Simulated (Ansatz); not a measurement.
## TiAl: moving Ti off its site

TiAl, P-6m2, a = 2.867 Å, c = 4.678 Å (as given, not relaxed at this level: -2.8 GPa). The structure is a Materials Project entry; whether it is the stable form wasn't checked. Ansatz: PBEsol, PAW, 420 eV, Γ-centred 18×18×10 mesh on 2 atoms, Gaussian smearing 0.15 eV; no spin polarisation.

```yaml
crystal:
  lattice:
    - [2.86726, 0.00000, 0.00000]
    - [-1.43363, 2.48312, 0.00000]
    - [0.00000, 0.00000, 4.67808]
  atoms:
    - { symbol: Ti, position: [0.00000, 0.00000, 0.00000] }
    - { symbol: Al, position: [0.33333, 0.66667, 0.50000] }
```

Atom 1 (Ti) moves by x along the unit vector (0.000, 0.000, 1.000), with its periodic images; all else is held. y is the free energy of the cell over the start, F the force along the path summed over the moved atoms. Symmetry makes y even in x.

```
 x (Å) y (meV) F (eV/Å)
-0.200    135.5      1.38
-0.100        ?         ?
 0.000      0.0      0.00
 0.025      2.1     -0.17
 0.050      8.3     -0.33
 0.075     18.8     -0.50
 0.125     52.4     -0.84
 0.150     75.6     -1.02
 0.175    103.3     -1.20
```

Question: Fit y = c2 x² + c4 x⁴ to the energies of the other rows, give the force constant, and predict energy and force of the missing row.

Answer: Least squares on the rows shown. y = 3328 x² + 1469 x⁴. The force constant is 2 c2 = 6.66 eV/Å², for the cell as given, at -2.8 GPa (for all images moving together, not for a lone atom). The force −dy/dx at the missing row is 0.67 eV/Å (computed 0.67). At x = -0.100 the fit asked for gives 33.4 meV. The run gave 33.4 meV, the same to the digits shown.